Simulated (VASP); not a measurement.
# Ga in VASP: reference runs

How does Ga come out in PBE? The cell is run as given.

Everything below comes from runs of VASP 6.6.1. Logs are shortened: lines on timing, memory, paths and dates and some standing lists are left out, and cuts for length are marked.

## Step 1: The cell of the first run

The cell holds a slab with vacuum, 12 atoms: a = 4.511 Å, b = 4.517 Å, c = 24.136 Å, α = 90.00°, β = 90.00°, γ = 90.00°.

The slab is cut from a database's or a generator's crystal, which needn't be the stable form of the element.

## Step 2: Single point, PBE (the (0 1 0) slab of Ga, cut from the database cell, not relaxed)

Input file INCAR:

```
SYSTEM = Ga
PREC     = Accurate       ! precision mode
ENCUT    = 520            ! plane-wave cutoff, eV
EDIFF    = 1E-7           ! SCF threshold, eV
ISMEAR   = -1             ! smearing method
SIGMA    = 0.05           ! smearing width, eV
LREAL    = .False.        ! projectors in reciprocal space
LASPH    = .True.         ! aspherical terms in the spheres
NELM     = 100            ! most SCF steps
ALGO     = Normal         ! electronic algorithm
ISIF     = 2              ! what is computed and relaxed
LWAVE    = .False.        ! write WAVECAR
LCHARG   = .False.        ! write CHGCAR
LDIPOL   = .True.       
IDIPOL   = 3            
DIPOL    = 0.5 0.5 0.500
GGA      = PE             ! functional
NBANDS   = 90             ! bands
```

Input file KPOINTS:

```
Automatic mesh
0
Gamma
  6 6 1
  0 0 0
```

Input file POSCAR:

```
Ga
1.0
    4.5107000000      0.0000000000      0.0000000000
    0.0000000000      4.5167000000      0.0000000000
    0.0000000000      0.0000000000     24.1355360000
Ga
12
Direct
    0.5000000000      0.9215000000      0.3107451187
    0.0000000000      0.5785000000      0.3107451187
    0.0000000000      0.0785000000      0.3725103101
    0.5000000000      0.4215000000      0.3725103101
    0.0000000000      0.9215000000      0.4691174043
    0.5000000000      0.5785000000      0.4691174043
    0.5000000000      0.0785000000      0.5308825957
    0.0000000000      0.4215000000      0.5308825957
    0.5000000000      0.9215000000      0.6274896899
    0.0000000000      0.5785000000      0.6274896899
    0.0000000000      0.0785000000      0.6892548813
    0.5000000000      0.4215000000      0.6892548813
```

Potentials or basis: VASP PAW PBE potentials, release 64 (Ga_d).

On the command line:

```bash
$ cat potpaw_PBE.64/Ga_d/POTCAR > POTCAR
$ mpirun -np 1 vasp_std > vasp.out
```

OUTCAR:

```text
SYSTEM = Ga
   PREC = Accurate
   ENCUT = 520
   EDIFF = 1E-7
   ISMEAR = -1
   LREAL = .False.
   LASPH = .True.
   NELM = 100
   ISIF = 2
   GGA = PE

 ion  position               nearest neighbor table
   1  0.500  0.922  0.311-   4 2.71   4 2.71   2 2.74   2 2.74   3 2.79   3 2.79
   2  0.000  0.578  0.311-   3 2.71   3 2.71   1 2.74   1 2.74   4 2.79   4 2.79
   3  0.000  0.078  0.373-   5 2.44   2 2.71   2 2.71   4 2.74   4 2.74   1 2.79   1 2.79
   4  0.500  0.422  0.373-   6 2.44   1 2.71   1 2.71   3 2.74   3 2.74   2 2.79   2 2.79
   5  0.000  0.922  0.469-   3 2.44   8 2.71   8 2.71   6 2.74   6 2.74   7 2.79   7 2.79
   6  0.500  0.578  0.469-   4 2.44   7 2.71   7 2.71   5 2.74   5 2.74   8 2.79   8 2.79
   7  0.500  0.078  0.531-   9 2.44   6 2.71   6 2.71   8 2.74   8 2.74   5 2.79   5 2.79
   8  0.000  0.422  0.531-  10 2.44   5 2.71   5 2.71   7 2.74   7 2.74   6 2.79   6 2.79
   9  0.500  0.922  0.627-   7 2.44  12 2.71  12 2.71  10 2.74  10 2.74  11 2.79  11 2.79
  10  0.000  0.578  0.627-   8 2.44  11 2.71  11 2.71   9 2.74   9 2.74  12 2.79  12 2.79
  11  0.000  0.078  0.689-  10 2.71  10 2.71  12 2.74  12 2.74   9 2.79   9 2.79
  12  0.500  0.422  0.689-   9 2.71   9 2.71  11 2.74  11 2.74  10 2.79  10 2.79

  LATTYP: Found a simple orthorhombic cell.
 ALAT       =     4.5107000000
 B/A-ratio  =     1.0013301705
 C/A-ratio  =     5.3507295985

  Lattice vectors:

 A1 = (   4.5107000000,   0.0000000000,   0.0000000000)
 A2 = (   0.0000000000,   4.5167000000,   0.0000000000)
 A3 = (   0.0000000000,   0.0000000000,  24.1355360000)

Analysis of symmetry for initial positions (statically):
=====================================================================
 Subroutine PRICEL returns:
 Original cell was already a primitive cell.

 Routine SETGRP: Setting up the symmetry group for a
 simple orthorhombic supercell.

 Subroutine GETGRP returns: Found  8 space group operations
 (whereof  2 operations were pure point group operations)
 out of a pool of  8 trial point group operations.

The static configuration has the point symmetry C_1h.
 The point group associated with its full space group is D_2h.

Analysis of symmetry for dynamics (positions and initial velocities):
=====================================================================
 Subroutine PRICEL returns:
 Original cell was already a primitive cell.

 Routine SETGRP: Setting up the symmetry group for a
 simple orthorhombic supercell.

 Subroutine GETGRP returns: Found  8 space group operations
 (whereof  2 operations were pure point group operations)
 out of a pool of  8 trial point group operations.
[... 134 lines left out ...]
  volume/ion in A,a.u.               =      40.98       276.53
  Fermi-wavevector in a.u.,A,eV,Ry     =   1.116544  2.109961 16.961967  1.246669
  Thomas-Fermi vector in A             =   2.253158
   LORBIT       =      0    0 simple, 1 ext, 2 COOP (PROOUT), +10 PAW based schemes
   GGA     = PE    functional components
   LHFCALC =     F    Hartree Fock is set to
   AEXX    =    0.0000 exact exchange contribution
   IVDW    =     0    specifies the selected vdW correction
   LEPSILON=     F    determine dielectric tensor
   LRPA    =     F    only Hartree local field effects (RPA)
 non-spin polarized calculation
  energy-cutoff  :      520.00
  volume of cell :      491.72
 maximum number of plane-waves:     13285
 NGX is ok and might be reduce to    36
   NGX = 17   NGY = 17   NGZ = 89

 dipolmoment           0.000000      0.000000     -0.000000 electrons x Angstroem

 number of electron     156.0000046 magnetization

 dipolmoment           0.000000      0.000000      0.000000 electrons x Angstroem

 Free energy of the ion-electron system (eV)
  ---------------------------------------------------
  ext. energy  EPLUGINS =         0.00000000
  ---------------------------------------------------
  free energy    TOTEN  =       -32.50310257 eV

  energy without entropy =      -32.43091914  energy(sigma->0) =      -32.46701086

 E-fermi :   0.1256     XC(G=0):  -5.7372

 val. band max:        0.1251176802   @ k =   0.3333   0.3333   0.0000
 cond. band min:       0.1312664640   @ k =   0.3333   0.3333   0.0000
 fundamental gap:      0.0061487838
 Fermi energy:         0.1255878078

 k-point     1 :       0.0000    0.0000    0.0000
  band No.  band energies     occupation
      1     -15.1090      2.00000
      2     -15.0375      2.00000
      3     -15.0351      2.00000
      4     -15.0210      2.00000
      5     -15.0172      2.00000
      6     -15.0147      2.00000
[... 1477 lines left out ...]
     89       6.5825      0.00000
     90       6.5825      0.00000

------------------------ aborting loop because EDIFF is reached ----------------------------------------

 vacuum level on the upper side and lower side of the slab       (xc-potential included)        -0.101        -0.101

  FORCE on cell =-STRESS in cart. coord.  units (eV):
  Direction    XX          YY          ZZ          XY          YZ          ZX
  --------------------------------------------------------------------------------------
  -------------------------------------------------------------------------------------
  Total        0.7190623      4.0005127      8.5089161      0.0000000      0.0000000      0.0000000
  in kB        2.3429065     13.0347918     27.7244339      0.0000000      0.0000000      0.0000000
  external PRESSURE =      14.3673774 kB  Pullay stress =       0.0000000 kB

 VOLUME and BASIS-vectors are now :
 -----------------------------------------------------------------------------
  energy-cutoff  :      520.00
  volume of cell :      491.72
      direct lattice vectors                 reciprocal lattice vectors
     4.510700000  0.000000000  0.000000000     0.221695081  0.000000000  0.000000000
     0.000000000  4.516700000  0.000000000     0.000000000  0.221400580  0.000000000
     0.000000000  0.000000000 24.135536000     0.000000000  0.000000000  0.041432682

 POSITION                                       TOTAL-FORCE (eV/Angst)
 -----------------------------------------------------------------------------------
      2.25535      4.16214      7.50000        -0.000000     -0.008449     -0.300516
      0.00000      2.61291      7.50000        -0.000000      0.008449     -0.300516
      0.00000      0.35456      8.99074         0.000000      0.300389     -0.346834
      2.25535      1.90379      8.99074        -0.000000     -0.300389     -0.346834
      0.00000      4.16214     11.32240         0.000000     -0.269325      0.421534
      2.25535      2.61291     11.32240        -0.000000      0.269325      0.421534
      2.25535      0.35456     12.81314        -0.000000      0.269325     -0.421534
      0.00000      1.90379     12.81314         0.000000     -0.269325     -0.421534
      2.25535      4.16214     15.14480        -0.000000     -0.300389      0.346834
      0.00000      2.61291     15.14480        -0.000000      0.300389      0.346834
      0.00000      0.35456     16.63554        -0.000000      0.008449      0.300516
      2.25535      1.90379     16.63554        -0.000000     -0.008449      0.300516
 -----------------------------------------------------------------------------------
    total drift:                                0.000000     -0.000000      0.000000

  FREE ENERGIE OF THE ION-ELECTRON SYSTEM (eV)
  ---------------------------------------------------
  free  energy   TOTEN  =       -32.5031025734 eV

  energy  without entropy=      -32.4309191414  energy(sigma->0) =      -32.46701086

 vacuum level on the upper side and lower side of the slab         4.439         4.439
```

stdout:

```text
POSCAR found type information on POSCAR Ga
 POSCAR found :  1 types and      12 ions
 scaLAPACK will be used
 LDA part: xc-table for (Slater+PW92), standard interpolation
 POSCAR, INCAR and KPOINTS ok, starting setup
 FFT: planning ... GRIDC
 FFT: planning ... GRID_SOFT
 FFT: planning ... GRID
 WAVECAR not read
 entering main loop
```

Run time: 42 min. Hardware: 1 thread of Intel Xeon Platinum 8375C at 2.90GHz (Ice Lake), shared host; peak memory 0.76 GiB.

What came out:

| Item | Value |
| --- | --- |
| Free energy | -32.5031 eV |
| Largest force | 0.500 eV/Å |
| Band gap on the k mesh | none (metal or under the smearing width) |

Forces on the atoms (eV/Å):
```
Ga   0.000 -0.008 -0.301
Ga   0.000  0.008 -0.301
Ga   0.000  0.300 -0.347
Ga   0.000 -0.300 -0.347
Ga   0.000 -0.269  0.422
Ga   0.000  0.269  0.422
Ga   0.000  0.269 -0.422
Ga   0.000 -0.269 -0.422
Ga   0.000 -0.300  0.347
Ga   0.000  0.300  0.347
Ga   0.000  0.008  0.301
Ga   0.000 -0.008  0.301
```

Levels at points of the mesh, in eV from the Fermi level:
```csv
k point,band 74,band 75,band 76,band 77,band 78,band 79,band 80,band 81,band 82,band 83
"(0.00, 0.00, 0.00)",-1.81,-1.79,-1.77,-1.75,-1.18,-0.17,1.34,1.47,1.58,1.90
"(0.50, 0.00, 0.00)",-1.20,-1.07,-1.07,-0.62,-0.62,0.84,0.84,0.95,0.95,1.13
"(0.00, 0.50, 0.00)",-1.02,-0.62,-0.62,-0.50,-0.50,-0.07,-0.07,-0.01,-0.01,0.50
"(0.50, 0.50, 0.00)",-2.37,-2.37,-2.37,-0.52,-0.52,-0.52,-0.52,1.94,1.94,1.94
```
